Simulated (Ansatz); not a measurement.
# NbP: how well frozen cores do

Does the method matter for NbP? The same cell, functional and mesh are run with all-electron LAPW, PAW with frozen cores and all-electron PAW on datasets made for the crystal.

Computed with Ansatz 0.2.0 (DFT PBE, scalar-relativistic, unless a step's input says otherwise).

**1. The structure to begin with**

The structure is tetragonal, space group I4_1/amd (No. 141). The conventional cell has a = 3.325 Å, b = 3.325 Å, c = 11.380 Å, α = 90.00°, β = 90.00°, γ = 90.00°. Nb (site symmetry -4m2) is surrounded by 4 P at 2.35 Å. Around P (site symmetry -4m2) lie 4 Nb at 2.35 Å.

As a file:

```cif
data_structure
_symmetry_space_group_name_H-M 'I4_1/amd:1'
_symmetry_Int_Tables_number 141
_cell_length_a 3.3250
_cell_length_b 3.3250
_cell_length_c 11.3800
_cell_angle_alpha 90.000
_cell_angle_beta 90.000
_cell_angle_gamma 90.000
_cell_volume 125.81
loop_
_atom_site_label
_atom_site_type_symbol
_atom_site_symmetry_multiplicity
_atom_site_Wyckoff_symbol
_atom_site_fract_x
_atom_site_fract_y
_atom_site_fract_z
_atom_site_occupancy
Nb1 Nb 4 a 0.00000 0.00000 0.00000 1
P1 P 4 b 0.50000 0.50000 0.00000 1
```

The file gives the conventional cell by its symmetry; the runs use the cell typed in the input.

The geometry is a database entry used as it stands. It may stem from high pressure or temperature, or be incomplete, so it serves as a test cell.

Atoms are numbered in the order of the input: Nb1, Nb2, P3, P4.

**2. All-electron LAPW**

The input, input.yaml:

```yaml
crystal:
  lattice:
    - [-1.6625, 1.6625, 5.69]
    - [1.6625, -1.6625, 5.69]
    - [1.6625, 1.6625, -5.69]
  atoms:
    - { symbol: Nb, position: [0.0, 0.0, 0.0] }
    - { symbol: Nb, position: [0.75, 0.25, 0.5] }
    - { symbol: P, position: [0.5, 0.5, 0.0] }
    - { symbol: P, position: [0.25, 0.75, 0.5] }
kpoints:
  mp_grid: { grid: [17, 17, 17] }
  band_path:
    path:
      - [0.0, 0.0, 0.0]
      - [0.0, 0.0, 0.5]
      - [0.25, 0.25, 0.25]
      - [0.0, 0.5, 0.0]
      - [0.0, 0.0, 0.0]
      - [0.5, 0.5, -0.5]
      - [0.2713421803, 0.7286578197, -0.2713421803]
      - [-0.2713421803, 0.2713421803, 0.2713421803]
      - [0.0, 0.0, 0.0]
    npoints: 14
scf:
  occupations: { method: fermi_dirac, width: 0.05 }
hamiltonian:
  xc: pbe
  pseudopotentials: { kind: all_electron, lapw: { basis_error: 0.001 } }
output:
  forces: true
  stress: true
  eigenvalues: true
  populations: true
  dos: { projected: true, de: 0.2, e_range: [-14, 8] }
```

Command:

```sh
ansatz run input.yaml --threads 1 --pin off --max-ram 3072MiB --backend cpu --events-out ev --progress --plain --runs-dir out
```

**3. PAW with frozen cores**

input.yaml: that of step 2 with these lines changed.

```diff
@@ -28,3 +28,3 @@
   xc: pbe
-  pseudopotentials: { kind: all_electron, lapw: { basis_error: 0.001 } }
+  pseudopotentials: { kind: paw }
 output:
@@ -33,3 +33,9 @@
   eigenvalues: true
+  efg: { contact_densities: true }
   populations: true
+  bader: true
   dos: { projected: true, de: 0.2, e_range: [-14, 8] }
+  write_density: true
+  write_potential: true
+  elf: true
+  volumetric_format: npy
```

**4. All-electron PAW on datasets made for the crystal**

input.yaml: that of step 3 with these lines changed.

```diff
@@ -23,3 +23,3 @@
       - [0.0, 0.0, 0.0]
-    npoints: 14
+    npoints: 8
 scf:
@@ -28,3 +28,3 @@
   xc: pbe
-  pseudopotentials: { kind: paw }
+  pseudopotentials: { kind: all_electron, datasets: crystal }
 output:
@@ -34,8 +34 @@
   efg: { contact_densities: true }
-  populations: true
-  bader: true
-  dos: { projected: true, de: 0.2, e_range: [-14, 8] }
-  write_density: true
-  write_potential: true
-  elf: true
-  volumetric_format: npy
```

(Steps that only read results are left out.)

**Question.** What will these runs give? Wanted: pressure; gap; Bader charges; highest ELF.

The runs gave:

| quantity | value |
| --- | --- |
| pressure | LAPW 19.13, PAW 19.12, crystal datasets 19.12 GPa |
| gap (LAPW) | none |
| Bader charges (PAW) | Nb1 +1.01, P3 -1.01 e |
| highest ELF (PAW) | 0.83, 0.83 Å from P |

At this geometry the cell is under compression of 19.1 GPa, so it would expand if let go. There is no gap at this level; the crystal is a metal here. Nb 4d carries the largest share, 72 %, of the projected states within 0.3 eV of the Fermi level. The projection holds only the free atom's occupied shells (Nb 5s, Nb 4d, P 3s, P 3p in this range). The field gradient at P3, the largest by crystal datasets, is 11.12 by PAW and 11.15 by crystal datasets (10²¹ V/m²), within 5 %. No spin–orbit coupling: at heavy atoms the gradients can be off by tens of per cent for that reason. In pressure, PAW differs from LAPW by less than 0.01 GPa. The price, with the outputs that each input asks for: 7.1 min for LAPW against 1.7 min for PAW, about 4 to one.
